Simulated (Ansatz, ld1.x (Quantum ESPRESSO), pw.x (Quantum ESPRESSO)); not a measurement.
## In (Z = 49): one change to the ultrasoft potential, in the atom and in the fcc crystal

```
Element                 : indium (In)
Generator               : ld1.x (Quantum ESPRESSO) 7.5
Type                    : ultrasoft
Functional              : PBE
Relativity              : scalar-relativistic
Frozen core             : [Kr] 4d10
Valence charge          : 3
Reference configuration : 5s2 5p1
Partial waves           : 5s (bound): rcut 1.80, rcutus 2.40 bohr; 5s channel at 0.8 Ry: rcut 1.80, rcutus 2.40 bohr; 5p (bound): rcut 2.75, rcutus 3.35 bohr; 5p channel at 0.15 Ry: rcut 2.75, rcutus 3.35 bohr; 5d channel at 0.3 Ry: rcut 2.90, rcutus 3.10 bohr; 5d channel at 1.3 Ry: rcut 2.90, rcutus 3.10 bohr
Local potential         : all-electron potential smoothed inside 2.90 bohr (lloc = -1)
Core correction         : a·sin(br)/r model core inside 1.85 bohr
Augmentation charge     : PSQ, inside the norm-conserving radii
```

Change: waves 5d channel at 0.3 Ry: rcut 2.90, rcutus 3.28 bohr; 5d channel at 1.3 Ry: rcut 2.90, rcutus 3.28 bohr.

Cutoffs, loose and tight: the cutoffs (Ry, on a coarse ladder) from which the occupation-weighted sum of valence levels, in a spherical-Bessel basis at the reference potential, stays within 10 and 1 mRy of its value at 400 Ry. They do not see the model core or the augmentation charge, which bear on the density cutoff. Test errors are all-electron minus pseudo excitation energies from the reference, over the configurations 5s2 5p0; 5s1 5p0; 5s2 5p0.5; 5s2 5p1.3; 5s1 5p2; 5s0 5p3; 5s1 5p1; variants that change the core or the reference have their own tests.

Crystal test: fcc In in pw.x 7.5, no spin, 12³ k-points, Fermi–Dirac smearing 0.01 Ry, cutoffs set for each file from its atomic test. The reference is all-electron LAPW (Ansatz 0.2.0) with the same functional, mesh and smearing; V0 and B0 come from Birch–Murnaghan fits to the pressures at five volumes. Errors are pseudo minus all-electron; Δ is the rms difference of the E(V) curves that follow from these fits, minima aligned, over ±6 % about the mean V0. Mesh and smearing are coarse, so the numbers serve the comparison and aren't converged zero-temperature values; the lattice is a test structure that the element need not adopt.

All-electron: a0 = 4.791 Å (V0 = 27.50 Å³/atom), B0 = 34.9 GPa.

Question: Does the change bring the crystal closer to the all-electron result?

Answer: The mean pressure error goes from +0.11 to +0.23 GPa, so the change moves the solid further from the all-electron pressures.

| quantity | base | changed |
| --- | --- | --- |
| outcome (atom) | generated | generated |
| cutoff, loose (atom) | 6 Ry | 6 Ry |
| cutoff, tight (atom) | 6 Ry | 6 Ry |
| bound ghosts (atom) | none | none |
| largest test error (meV) (atom) | -222 over the solved tests; test run stopped at test 6 of 7 (negative rho) | -222 over the solved tests; test run stopped at test 6 of 7 (negative rho) |
| cutoffs in pw.x (Ry) | 40/320 | 40/320 |
| a0 (Å) | 4.796 | 4.802 |
| a0 error (%) | +0.10 | +0.22 |
| B0 error (%) | +3.2 | +2.5 |
| Δ (meV/atom) | 0.7 | 1.5 |
| mean pressure error (GPa) | +0.11 | +0.23 |

Base: The largest radius (3.35 bohr) exceeds half the bond length (3.21 bohr), so the spheres overlap, which is one possible source of error among others. Atomic configuration tests: test run stopped at test 6 of 7 (negative rho). The logarithmic derivative shows an extra or strongly shifted pseudo pole above the reference energy (d near 2.19 Ry). Changed file: The largest radius (3.35 bohr) exceeds half the bond length (3.21 bohr), so the spheres overlap, which is one possible source of error among others. Atomic configuration tests: test run stopped at test 6 of 7 (negative rho). The atomic cutoffs weigh occupied waves only.
